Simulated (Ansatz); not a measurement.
# TiO2 monolayer (2H): a soft mode frozen in, part 2 of 3

Aim: this structure of TiO2 monolayer (2H) is to be tested for unstable modes, and one is followed downhill.

Ansatz 0.2.0; DFT LDA, scalar-relativistic, plane waves, PAW.

So far, highest frequency on the path or at a solved wavevector (cm⁻¹): step 2 (response at finite wavevector) 748. Also lowest frequency on the path (cm⁻¹): step 2 -307.

**4. The mode frozen in, largest atomic shift 0.22 Å**

The atoms are moved along the unstable eigenvector, the largest shift by 0.22 Å, with the cell fixed.

input.yaml reads:

```yaml
crystal:
  lattice:
    - [2.8240035933, 0.0, 0.0]
    - [-1.4120017967, 2.4456588521, 0.0]
    - [0.0, 0.0, 28.7]
  atoms:
    - { symbol: Ti, position: [0.3333333333, 0.6666666667, 0.3484320557] }
    - { symbol: O, position: [0.7445702503, 0.4112369169, 0.3871158937] }
    - { symbol: O, position: [0.5887630831, 0.2554297497, 0.3097482178] }
  periodic: [true, true, false]
kpoints:
  mp_grid: { grid: [12, 12, 1] }
hamiltonian:
  xc: lda
scf:
  occupations: { method: gaussian, width: 0.02 }
output:
  forces: true
  stress: true
  eigenvalues: true
```

Run with:

```sh
$ ansatz run input.yaml --threads 8 --pin off --max-ram 14336MiB --backend cpu --events-out ev --progress --plain --runs-dir out
```

Numbers of over 12 decimals in the logs are rounded to 6 here.

The program printed:

```text
[...]
Crystal: 3 atoms, lattice volume = 198.218 Å³
Basis set: ecut = 420 eV, 3899 PW (Γ)
Bands: 16, of which v1, the nominal top of the filled ones, is band 12 counted from 1 (11 counted from 0)
Symmetry: 2 space group operations
[...]
k-points: 43 of 144 (time reversal used)
[...]
--- Band table (eV; the first three rows and the last of 43) ---
  k-point 0: bands = [... 8 lower, -11.8102, -10.3757, -10.3695, -9.1270, -5.3438, -4.8350, -4.7554, -3.4238]
  k-point 1: bands = [... 8 lower, -11.7522, -10.5855, -10.4416, -9.0768, -5.5783, -4.8432, -4.5714, -3.4328]
  k-point 2: bands = [... 8 lower, -11.6003, -10.9932, -10.6318, -9.0485, -6.0474, -4.8462, -4.2757, -3.4222]
  k-point 42: bands = [... 8 lower, -12.2568, -11.2962, -10.2496, -9.0975, -6.6805, -4.3676, -4.2856, -3.2060]
[key lines of the parts left out:]
SCF converged after 8 iterations
Free energy (F): -3563.370057 eV
Fermi energy:    -7.955368 eV
P = ½ c Tr σ = 3.4190 N/m
```

The job ended after 1.4 s (8 threads of Intel Xeon 6975P-C (Granite Rapids), shared host; peak memory 0.57 GiB; 7.2 s of CPU time).

Numbers from this step:

```
gap on the k-mesh                : 2.003 eV
energy from the undistorted cell : -35.41 meV/atom
```

The energy, extrapolated to zero smearing, is -35.41 meV/atom against the undistorted cell.

**5. Energy along the mode, all amplitudes (two of the runs are shown above)**

An imaginary frequency means negative curvature, so the energy should fall and then rise again as anharmonic terms take over.

Numbers from this step:

```
depth at the lowest point sampled  : 35.41 meV/atom
largest atomic shift at that point : 0.22 Å
```

Energy from the parent against largest atomic shift:

```csv
largest atomic shift (Å),energy from the parent (meV/atom)
0.000,0
0.040,-2.87
0.080,-10.3
0.140,-24.5
0.220,-35.4
0.320,-15.3
0.450,94.4
```

Displacement at unit largest shift by atom:

```csv
atom,x (Å),y (Å),z (Å),size
Ti1,0.000,0.000,0.000,0.000
O2,0.500,0.866,0.000,1.000
O3,-0.500,-0.866,0.000,1.000
```

The lowest of the steps tried is at 0.22 Å, 35.4 meV/atom below the parent; the bottom of the well need not coincide with a step.

**6. Relaxing from the distorted cell**

Starting from the lowest point found, all atoms and the cell are let go, so that strain and other modes of the same symmetry can join in.

input.yaml, as its differences from that of step 4:

```diff
@@ -15,3 +15,3 @@
 scf:
-  occupations: { method: gaussian, width: 0.02 }
+  occupations: { method: fixed }
 output:
@@ -20 +20,10 @@
   eigenvalues: true
+  write_density: true
+  write_potential: true
+  elf: true
+  volumetric_format: npy
+relax:
+  adjacent_minimum: "off"
+  f_tol: 0.002
+  max_steps: 120
+  cell: { stress_2d_tol: 0.005 }
```

The program printed:

```text
[...]
Crystal: 3 atoms, lattice volume = 198.218 Å³
Basis set: ecut = 420 eV, 3899 PW (Γ)
Bands: 16, of which v1, the nominal top of the filled ones, is band 12 counted from 1 (11 counted from 0)
Symmetry: 2 space group operations
[...]
k-points: 43 of 144 (time reversal used)
[...]
SCF iter   1: F=—  HF=-3563.405807 eV  |F-HF|=—  |Δ(HF+E_count)|=         —  Δρ=1.08e-2  dr2=2.00e-1  ethr=1.77e-3  ⟨swp⟩=7.6  Hψ=4531  notcnv=0  defer=83
[...]
SCF iter  10: F=-3563.370057 eV  HF=-3563.370057 eV  |F-HF|=2.18e-11  |Δ(HF+E_count)|=  4.64e-11  Δρ=1.42e-7  dr2=1.87e-11  ethr=1.12e-12  ⟨swp⟩=8.6  Hψ=4851  notcnv=0
SCF 1 converged in 10 iterations: F = -3563.370057 eV  dr2 = 1.87e-11
[...]
relax step   1: F+E_penalty+E_count = -3563.37005696 eV  Δ(F+E_penalty+E_count) = +0.000e0 eV  max|allowed force component| = 6.470e-1 eV/Å  Δτ_max = 0.0000 Å  P = +3.418 N/m  Ω = 198.218 Å³  fix = [c, alpha, beta]  reactions: c +0.000 N/m; alpha +0.000, beta +0.000 N/m/rad  (10 SCF iters, dr2 threshold 1.00e-7 eV, accepted)
Crystal: 3 atoms, lattice volume = 204.423 Å³
Basis set: ecut = 420 eV, 3999 PW (Γ)
[...]
iter 1 solved again at ethr=3.81e-5 eV; its pass at ethr=3.10e-3 eV (dr2=9.14e-3 eV) is discarded
[...]
SCF iter   8: F=-3563.397680 eV  HF=-3563.397680 eV  |F-HF|=5.60e-10  |Δ(HF+E_count)|=   2.91e-9  Δρ=8.33e-7  dr2=6.84e-10  ethr=6.01e-11  ⟨swp⟩=10.0  Hψ=5361  notcnv=0
SCF 2 converged in 8 iterations: F = -3563.397680 eV  dr2 = 6.84e-10
relax step   2: F+E_penalty+E_count = -3563.39767993 eV  Δ(F+E_penalty+E_count) = -2.762e-2 eV  max|allowed force component| = 3.590e-1 eV/Å  Δτ_max = 0.0292 Å  P = +0.119 N/m  Ω = 204.423 Å³  energy of the carried Pulay correction = -6.161e-3 eV  fix = [c, alpha, beta]  reactions: c -0.000 N/m; alpha -0.000, beta -0.000 N/m/rad  (8 SCF iters, dr2 threshold 3.00e-7 eV, accepted)
Crystal: 3 atoms, lattice volume = 205.353 Å³
Basis set: ecut = 420 eV, 4023 PW (Γ)
[...]
SCF iter   9: F=-3563.417774 eV  HF=-3563.417774 eV  |F-HF|=6.53e-10  |Δ(HF+E_count)|=   2.83e-9  Δρ=6.14e-7  dr2=7.20e-10  ethr=6.99e-11  ⟨swp⟩=10.2  Hψ=5345  notcnv=0
SCF 3 converged in 9 iterations: F = -3563.417774 eV  dr2 = 7.20e-10
relax step   3: F+E_penalty+E_count = -3563.41777376 eV  Δ(F+E_penalty+E_count) = -2.009e-2 eV  max|allowed force component| = 2.876e-1 eV/Å  Δτ_max = 0.0248 Å  P = -0.208 N/m  Ω = 205.353 Å³  energy of the carried Pulay correction = -7.068e-3 eV  fix = [c, alpha, beta]  reactions: c -0.000 N/m; alpha +0.000, beta +0.000 N/m/rad  (9 SCF iters, dr2 threshold 3.00e-7 eV, accepted)
[... from here on, the SCF cycles and remarks between the steps are left out ...]
relax step   4: F+E_penalty+E_count = -3563.47104143 eV  Δ(F+E_penalty+E_count) = -5.327e-2 eV  max|allowed force component| = 1.560e-1 eV/Å  Δτ_max = 0.1386 Å  P = +1.576 N/m  Ω = 209.409 Å³  energy of the carried Pulay correction = -1.098e-2 eV  fix = [c, alpha, beta]  reactions: c +0.000 N/m; alpha -0.000, beta -0.000 N/m/rad  (9 SCF iters, dr2 threshold 3.00e-7 eV, accepted)
relax step   5: F+E_penalty+E_count = -3563.49883825 eV  Δ(F+E_penalty+E_count) = -2.780e-2 eV  max|allowed force component| = 2.347e-1 eV/Å  Δτ_max = 0.1087 Å  P = +0.388 N/m  Ω = 217.263 Å³  energy of the carried Pulay correction = -1.833e-2 eV  fix = [c, alpha, beta]  reactions: c -0.000 N/m; alpha +0.000, beta +0.000 N/m/rad  (9 SCF iters, dr2 threshold 3.00e-7 eV, accepted)
relax step   6: F+E_penalty+E_count = -3563.54909871 eV  Δ(F+E_penalty+E_count) = -5.026e-2 eV  max|allowed force component| = 5.359e-1 eV/Å  Δτ_max = 0.1984 Å  P = -0.872 N/m  Ω = 229.562 Å³  energy of the carried Pulay correction = -2.930e-2 eV  fix = [c, alpha, beta]  reactions: c -0.000 N/m; alpha -0.000, beta -0.000 N/m/rad  (8 SCF iters, dr2 threshold 3.00e-7 eV, accepted)
relax step   7: F+E_penalty+E_count = -3563.59902815 eV  Δ(F+E_penalty+E_count) = -4.993e-2 eV  max|allowed force component| = 1.771e-1 eV/Å  Δτ_max = 0.0654 Å  P = +0.769 N/m  Ω = 232.274 Å³  energy of the carried Pulay correction = -3.164e-2 eV  fix = [c, alpha, beta]  reactions: c +0.000 N/m; alpha +0.000, beta +0.000 N/m/rad  (9 SCF iters, dr2 threshold 3.00e-7 eV, accepted)
relax step   8: F+E_penalty+E_count = -3563.60437331 eV  Δ(F+E_penalty+E_count) = -5.345e-3 eV  max|allowed force component| = 6.203e-3 eV/Å  Δτ_max = 0.0249 Å  P = -0.054 N/m  Ω = 233.059 Å³  energy of the carried Pulay correction = -3.231e-2 eV  fix = [c, alpha, beta]  reactions: c -0.000 N/m; alpha -0.000, beta -0.000 N/m/rad  (7 SCF iters, dr2 threshold 3.00e-7 eV, accepted)
relax step   9: F+E_penalty+E_count = -3563.60457361 eV  Δ(F+E_penalty+E_count) = -2.003e-4 eV  max|allowed force component| = 8.945e-4 eV/Å  Δτ_max = 0.0025 Å  P = +0.003 N/m  Ω = 232.868 Å³  energy of the carried Pulay correction = -3.215e-2 eV  fix = [c, alpha, beta]  reactions: c +0.000 N/m; alpha +0.000, beta +0.000 N/m/rad  (7 SCF iters, dr2 threshold 8.29e-9 eV, accepted)
relax step  10: F+E_penalty+E_count = -3563.60457604 eV  Δ(F+E_penalty+E_count) = -2.435e-6 eV  max|allowed force component| = 1.451e-5 eV/Å  Δτ_max = 0.0001 Å  P = -0.000 N/m  Ω = 232.865 Å³  energy of the carried Pulay correction = -3.214e-2 eV  fix = [c, alpha, beta]  reactions: c +0.000 N/m; alpha +0.000, beta +0.000 N/m/rad  (6 SCF iters, dr2 threshold 5.33e-11 eV, accepted)
relax step  11: F+E_penalty+E_count = -3563.73319680 eV  Δ(F+E_penalty+E_count) = -1.286e-1 eV  max|allowed force component| = 8.880e-3 eV/Å  Δτ_max = 0.0000 Å  P = +2.471 N/m  Ω = 232.865 Å³  fix = [c, alpha, beta]  reactions: c +0.000 N/m; alpha -0.000, beta -0.000 N/m/rad  stress off target by 3.79e0 N/m on what of the cell is left free  SCF on the basis re-selected at this cell (its energy is not comparable with the rows above)  (10 SCF iters)
relax step  12: F+E_penalty+E_count = -3563.79383354 eV  Δ(F+E_penalty+E_count) = -6.064e-2 eV  max|allowed force component| = 2.309e-3 eV/Å  Δτ_max = 0.0215 Å  P = +1.605 N/m  Ω = 241.662 Å³  energy of the carried Pulay correction = -9.265e-3 eV  fix = [c, alpha, beta]  reactions: c +0.000 N/m; alpha -0.000, beta -0.000 N/m/rad  (8 SCF iters, dr2 threshold 3.00e-7 eV, accepted)
[...]
relax step  27: F+E_penalty+E_count = -3564.09842979 eV  Δ(F+E_penalty+E_count) = -1.454e-2 eV  max|allowed force component| = 9.863e-2 eV/Å  Δτ_max = 0.0107 Å  P = -0.324 N/m  Ω = 280.000 Å³  energy of the carried Pulay correction = -4.192e-3 eV  fix = [c, alpha, beta]  reactions: c -0.000 N/m; alpha +0.000, beta +0.000 N/m/rad  (8 SCF iters, dr2 threshold 3.00e-7 eV, accepted)
relax step  28: F+E_penalty+E_count = -3564.10114737 eV  Δ(F+E_penalty+E_count) = -2.718e-3 eV  max|allowed force component| = 1.646e-2 eV/Å  Δτ_max = 0.0069 Å  P = -0.160 N/m  Ω = 280.765 Å³  energy of the carried Pulay correction = -4.877e-3 eV  fix = [c, alpha, beta]  reactions: c -0.000 N/m; alpha -0.000, beta -0.000 N/m/rad  (8 SCF iters, dr2 threshold 3.00e-7 eV, accepted)
relax step  29: F+E_penalty+E_count = -3564.10170179 eV  Δ(F+E_penalty+E_count) = -5.544e-4 eV  max|allowed force component| = 3.110e-3 eV/Å  Δτ_max = 0.0007 Å  P = -0.011 N/m  Ω = 280.243 Å³  energy of the carried Pulay correction = -4.419e-3 eV  fix = [c, alpha, beta]  reactions: c -0.000 N/m; alpha -0.000, beta -0.000 N/m/rad  (5 SCF iters, dr2 threshold 5.30e-8 eV, accepted)
relax step  30: F+E_penalty+E_count = -3564.10180930 eV  Δ(F+E_penalty+E_count) = -1.075e-4 eV  max|allowed force component| = 1.319e-4 eV/Å  Δτ_max = 0.0006 Å  P = -0.000 N/m  Ω = 280.124 Å³  energy of the carried Pulay correction = -4.316e-3 eV  fix = [c, alpha, beta]  reactions: c -0.000 N/m; alpha -0.000, beta -0.000 N/m/rad  (6 SCF iters, dr2 threshold 6.05e-10 eV, accepted)
relax step  31: F+E_penalty+E_count = -3564.11117250 eV  Δ(F+E_penalty+E_count) = -9.363e-3 eV  max|allowed force component| = 8.525e-4 eV/Å  Δτ_max = 0.0000 Å  P = +0.112 N/m  Ω = 280.124 Å³  fix = [c, alpha, beta]  reactions: c -0.000 N/m; alpha -0.000, beta -0.000 N/m/rad  stress off target by 3.24e-1 N/m on what of the cell is left free  SCF on the basis re-selected at this cell (its energy is not comparable with the rows above)  (9 SCF iters)
relax step  32: F+E_penalty+E_count = -3564.11210035 eV  Δ(F+E_penalty+E_count) = -9.278e-4 eV  max|allowed force component| = 7.972e-3 eV/Å  Δτ_max = 0.0025 Å  P = +0.044 N/m  Ω = 280.781 Å³  energy of the carried Pulay correction = -4.973e-4 eV  fix = [c, alpha, beta]  reactions: c +0.000 N/m; alpha -0.000, beta -0.000 N/m/rad  (6 SCF iters, dr2 threshold 1.76e-7 eV, accepted)
relax step  33: F+E_penalty+E_count = -3564.11203472 eV  Δ(F+E_penalty+E_count) = +6.563e-5 eV  max|allowed force component| = 1.139e-3 eV/Å  Δτ_max = 0.0001 Å  P = -0.003 N/m  Ω = 280.914 Å³  energy of the carried Pulay correction = -5.984e-4 eV  fix = [c, alpha, beta]  reactions: c -0.000 N/m; alpha -0.000, beta -0.000 N/m/rad  (6 SCF iters, dr2 threshold 9.50e-9 eV, accepted)
relax step  34: F+E_penalty+E_count = -3564.11287816 eV  Δ(F+E_penalty+E_count) = -8.434e-4 eV  max|allowed force component| = 1.139e-3 eV/Å  Δτ_max = 0.0000 Å  P = +0.006 N/m  Ω = 280.914 Å³  fix = [c, alpha, beta]  reactions: c -0.000 N/m; alpha -0.000, beta -0.000 N/m/rad  stress off target by 4.99e-2 N/m on what of the cell is left free  SCF on the basis re-selected at this cell (its energy is not comparable with the rows above)  (7 SCF iters)
relax step  35: F+E_penalty+E_count = -3564.11290663 eV  Δ(F+E_penalty+E_count) = -2.847e-5 eV  max|allowed force component| = 4.562e-4 eV/Å  Δτ_max = 0.0002 Å  P = +0.002 N/m  Ω = 280.954 Å³  energy of the carried Pulay correction = -2.890e-5 eV  fix = [c, alpha, beta]  reactions: c +0.000 N/m; alpha -0.000, beta -0.000 N/m/rad  (6 SCF iters, dr2 threshold 4.16e-9 eV, accepted)
relax step  36: F+E_penalty+E_count = -3564.11290458 eV  Δ(F+E_penalty+E_count) = +2.052e-6 eV  max|allowed force component| = 4.456e-4 eV/Å  Δτ_max = 0.0000 Å  P = +0.002 N/m  Ω = 280.954 Å³  fix = [c, alpha, beta]  reactions: c -0.000 N/m; alpha +0.000, beta +0.000 N/m/rad  stress off target by 1.05e-2 N/m on what of the cell is left free  SCF on the basis re-selected at this cell (its energy is not comparable with the rows above)  (7 SCF iters)
relax step  37: F+E_penalty+E_count = -3564.11290337 eV  Δ(F+E_penalty+E_count) = +1.212e-6 eV  max|allowed force component| = 1.006e-4 eV/Å  Δτ_max = 0.0001 Å  P = -0.000 N/m  Ω = 280.959 Å³  energy of the carried Pulay correction = -3.512e-6 eV  fix = [c, alpha, beta]  reactions: c -0.000 N/m; alpha -0.000, beta -0.000 N/m/rad  (6 SCF iters, dr2 threshold 1.85e-10 eV, accepted)
[...]
SCF iter   1: F=—  HF=-3564.112767 eV  |F-HF|=—  |Δ(HF+E_count)|=         —  Δρ=7.63e-6  dr2=4.42e-9  ethr=1.75e-7  ⟨swp⟩=5.3  Hψ=6527  notcnv=0  defer=86
eigensolver tolerance schedule: the retry pair's looser diagonalisation over-reported the residual by 9482.30 of it (diagonalisation noise at 1.15 of the residual, at the tolerance the schedule requests for it); recorded, not acted on — ethr = c·dr2/N_el stays at c = 1.0e-1
SCF iter   2: F=—  HF=-3564.112884 eV  |F-HF|=—  |Δ(HF+E_count)|=   1.17e-4  Δρ=3.81e-6  dr2=1.10e-9  ethr=1.84e-11  ⟨swp⟩=5.0  Hψ=2202  notcnv=0  defer=86
[...]
SCF iter   7: F=-3564.112918 eV  HF=-3564.112918 eV  |F-HF|=1.55e-11  |Δ(HF+E_count)|=  5.05e-10  Δρ=3.26e-9  dr2=1.29e-14  ethr=1.00e-12  ⟨swp⟩=15.0  Hψ=4474  notcnv=0
SCF 38 converged in 7 iterations: F = -3564.112918 eV  dr2 = 1.29e-14
relax step  38: F+E_penalty+E_count = -3564.11291779 eV  Δ(F+E_penalty+E_count) = -1.443e-5 eV  max|allowed force component| = 1.030e-4 eV/Å  Δτ_max = 0.0000 Å  P = -0.000 N/m  Ω = 280.959 Å³  fix = [c, alpha, beta]  reactions: c -0.000 N/m; alpha -0.000, beta -0.000 N/m/rad  stress off target by 2.05e-3 N/m on what of the cell is left free  SCF on the basis re-selected at this cell (its energy is not comparable with the rows above)  (7 SCF iters)
[...]
WARN: The output density's exchange-correlation potential varies sharply where the density is thin. Do not read a vacuum level from v_tot or v_xc, or from such a field of the output density. On a cell that repeats whose density bears no net charge and no dipole along the vacuum's axis use v_es (v_loc + v_h of the components); under efield.dipole_correction with no amplitude use v_es + v_field, which holds any externa [...]
SCF converged after 7 iterations
Free energy (F): -3564.112918 eV
[...]
Internal energy: -3564.112918 eV  (E = F + TS)
E sigma→0 (E₀):  -3564.112918 eV
Fermi energy:    -8.534827 eV
[...]
--- Forces (eV/Å), atoms counted from 1 ---
  atom   1  Ti     0.00002930    -0.00001692    -0.00000000
  atom   2  O      0.00005411     0.00009805    -0.00002804
  atom   3  O     -0.00005786    -0.00009588     0.00002804
  max |Σ_I F_I| component: 2.56e-5 eV/Å
--- 2D stress c σ (N/m, compression-positive) ---
       -0.001193       0.001478       0.000000
        0.001478       0.000514      -0.000000
        0.000000      -0.000000       0.000000
  P = ½ c Tr σ = -0.0003 N/m
--- Band table (eV; the first three rows and the last of 43) ---
  k-point 0: bands = [... 8 lower, -11.0739, -11.0117, -8.5357, -8.5348, -4.4005, -3.1712, -2.0227, -1.2967]
  k-point 1: bands = [... 8 lower, -10.9984, -10.8355, -8.6466, -8.6081, -4.3209, -3.2158, -1.8731, -1.3105]
  k-point 2: bands = [... 8 lower, -10.9255, -10.5096, -8.9317, -8.7967, -4.1094, -3.4041, -1.5342, -1.4816]
  k-point 42: bands = [... 8 lower, -10.5746, -8.8209, -8.7750, -8.7747, -4.9618, -4.9613, -4.4830, -2.3202]
--- Relaxed structure (31 steps of the walk, 30 accepted, 7 SCFs on fresh bases) ---
  F+E_penalty+E_count = -3564.11291779 eV   max|allowed force component| = 1.030e-4 eV/Å   (the final SCF, on the basis selected at the relaxed cell)
  cell:  # Å, volume = 280.9587 Å³
    - [3.022289, 0.809487, 0]
    - [-0.810109, 3.022123, 0]
    - [0, 0, 28.7]
  atoms:
    - { symbol: Ti, position: [0.388886, 0.611114, 0.348432] }
    - { symbol: O, position: [0.888885, 0.611104, 0.379981] }
    - { symbol: O, position: [0.388896, 0.111115, 0.316883] }
```

It took 1.7 min on 8 threads; peak memory 0.79 GiB; 9.3 min of CPU time.

Step by step (22 of 38):

```csv
step,energy less that of the first step (eV),largest force component (eV/Å),volume (Å³)
1,0.0000,0.6470,198.22
3,-0.0477,0.2876,205.35
5,-0.1288,0.2347,217.26
6,-0.1790,0.5359,229.56
8,-0.2343,0.0062,233.06
10,-0.2345,0.0000,232.86
12,-0.4238,0.0023,241.66
13,-0.4613,0.0375,249.80
15,-0.4800,0.0128,258.65
17,-0.4794,0.0004,259.14
19,-0.6254,0.0213,264.96
20,-0.6537,0.0236,270.88
22,-0.6645,0.0516,274.63
24,-0.6644,0.0005,274.82
26*,-0.7138,0.0029,274.82
27,-0.7284,0.0986,280.00
29,-0.7316,0.0031,280.24
31*,-0.7411,0.0009,280.12
33,-0.7420,0.0011,280.91
34*,-0.7428,0.0011,280.91
36*,-0.7428,0.0004,280.95
38*,-0.7429,0.0001,280.96
```

Relaxation steps marked * repeat the geometry before them on a plane-wave basis chosen anew for their cell, so energy and pressure can jump there. Other such steps can lie between the rows shown. Relaxation step 22 was tried and not accepted.

Forces are held to the 2 operations that the run works with; a distortion that breaks them can't arise in this run.

```csv
cell as run,before,after,change
a (Å),2.824,3.129,+10.8 %
b (Å),2.824,3.129,+10.8 %
γ (°),120.00,90.01,-25.0 %
```

The atoms that moved most (Å, along periodic axes as changes of fractional coordinates times the final cell, across vacuum about the mean position):

```
atom      dx      dy      dz  length
  O2   0.274   0.721  -0.205   0.798
  O3  -0.487  -0.598   0.205   0.798
 Ti1   0.213  -0.123   0.000   0.246
```

Final coordinates:

```
Ti O
1.0
     3.02229    0.80949    0.00000
    -0.81011    3.02212    0.00000
     0.00000    0.00000   28.70000
Ti O
1 2
Direct
  0.38889 0.61111 0.34843
  0.88888 0.61110 0.37998
  0.38890 0.11112 0.31688
```

This step gave:

```
gap on the k-mesh : 3.573 eV
area per atom     : 3.263 Å²
```

Electrostatic potential energy in the ac plane at fractional y = 0.611, with atoms of Ti and O within 0.2 Å of it. With pseudopotentials it is smooth inside the atoms' cores, unlike the true potential.

Ten even steps from '0' (-34 eV) to '9' (0 eV), each cell a mean:
```
9999999999999999
9999999999999999
9999999999999999
9999999999999999
9999999999999999
9999999999999999
9999999999999999
9999999999999999
9999999999999999
9999999999999999
9999999999999999
9999999999999999
9999999999999999
9999999999999999
2478766677853222
5530000000145555
8877655556788898
9999999999999999
9999999999999999
9999999999999999
9999999999999999
9999999999999999
9999999999999999
9999999999999999
```
Columns run along a (3.1 Å; values clipped at the 3rd and 97th percentile), rows up along c (28.7 Å). Atoms in or near the plane, at fractional coordinates: Ti at (0.39, 0.35), O at (0.89, 0.38).

ELF in the ac plane at fractional y = 0.611, with atoms of Ti and O within 0.2 Å of it. It is the smooth field of the valence electrons, not physical close to the nuclei.

Ten even steps from '0' (0.00) to '9' (0.80), each cell a mean:
```
0000000000000000
0000000000000000
0000000000000000
0000000000000000
0000000000000000
0000000000000000
0000000000000000
0000000000000000
0000000000000000
0000000000000000
0000000000000000
0000000000000000
0000000000000000
3221000001123333
9985211114799878
6436754467435677
0001122221000000
0000000000000000
0000000000000000
0000000000000000
0000000000000000
0000000000000000
0000000000000000
0000000000000000
```
Columns run along a (3.1 Å), rows up along c (28.7 Å). Atoms in or near the plane, at fractional coordinates: Ti at (0.39, 0.35), O at (0.89, 0.38).

[end of part 2 of 3]

[Logs are printed without paths, hosts, clocks, repeated set-up lines and the standing remarks that a program may print on its own settings, such as how far it seeks lower states.]

[Hosts, paths, dates, database ids (printed as entryN), source tags and the programs' standing remarks are cut or masked in the printed files.]
